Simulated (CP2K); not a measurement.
Runs of CP2K 2026.2 on MgS (Niningerite). Symmetry: Fm-3m, No. 225, cubic system. Conventional cell: a = 5.203 Å, b = 5.203 Å, c = 5.203 Å, α = 90.00°, β = 90.00°, γ = 90.00°. S (site symmetry m-3m) has 6 Mg at 2.60 Å as nearest neighbours. Mg (site symmetry m-3m) has 6 S at 2.60 Å as nearest neighbours. 

| task | level | potentials or basis | cell | k mesh | smearing | EPS_DEFAULT | k points reduced by the point group | NGRIDS | points a segment of the path (NPOINTS) | bands added on the path | gap on the mesh (eV) | pressure (GPa) |
| --- | --- | --- | --- | --- | --- | --- | --- | --- | --- | --- | --- | --- |
| single point | revPBE | POTENTIAL_UZH S GTH-PBE-q6, Mg GTH-PBE-q10; TZVP-MOLOPT-PBE-GTH basis | as given | 9 × 9 × 9 | fermi-dirac 0.05 eV | 1.0E-9 | yes | 4 | - | - | 3.01 | (b) |
| single point | SCAN | POTENTIAL_UZH S GTH-PBE-q6, Mg GTH-PBE-q10; TZVP-MOLOPT-PBE-GTH basis | as given | 9 × 9 × 9 | fermi-dirac 0.05 eV | 1.0E-9 | yes | 4 | - | - | (c) | 0.8 |
| band structure | TB-mBJ | POTENTIAL_UZH S GTH-PBE-q6, Mg GTH-PBE-q10; TZVP-MOLOPT-PBE-GTH basis | as given | 9 × 9 × 9 | fermi-dirac 0.01 eV | 1.0E-10 | yes | 5 | 6 | 2 | 3.11 | - |
| band structure | TB-mBJ | POTENTIAL_UZH S GTH-PBE-q6, Mg GTH-PBE-q10; TZVP-MOLOPT-PBE-GTH basis | as given | 9 × 9 × 9 | fermi-dirac 0.05 eV | 1.0E-9 | yes | 4 | 6 | 2 | 3.11 | - |
| band structure | LDA | GTH_POTENTIALS S GTH-PADE-q6, Mg GTH-PADE-q10; TZVP-MOLOPT-PBE-GTH basis | as given | 9 × 9 × 9 | fermi-dirac 0.05 eV | 1.0E-9 | yes | 5 | 6 | 2 | 2.61 | -1.6 |
| relaxation of cell and atoms | PBE+D3 | POTENTIAL_UZH S GTH-PBE-q6, Mg GTH-PBE-q10; DZVP-MOLOPT-PBE-GTH basis | relaxed | 7 × 7 × 7 | fermi-dirac 0.05 eV | 1.0E-9 | - | 4 | - | - | 2.82 | 0.0 |
| band structure | r2SCAN | POTENTIAL_UZH S GTH-SCAN-q6, Mg GTH-SCAN-q10; TZVP-MOLOPT-SCAN-GTH basis | as given | 9 × 9 × 9 | fermi-dirac 0.1 eV | 1.0E-9 | yes | 5 | 10 | 4 | 3.61 | (a) |

Alike in all rows: no spin polarisation.

Question: Estimate the missing entries.

Answer: (a) 1.0; (b) 4.2; (c) 3.50.

Caveats: the basis of atomic orbitals isn't converged, which shifts pressures, moduli and gaps; the potentials were made for another functional, which shifts forces and pressure (some runs); the mesh misses the band edges, which the band path finds closer together (some runs); an odd mesh through Γ misses points on the zone boundary, where band edges often lie (some runs); this is a model potential without an energy functional, so only levels have meaning (some runs); the real-space grid breaks the cell's symmetry a little (some runs).

Not every run made on this cell is shown here.
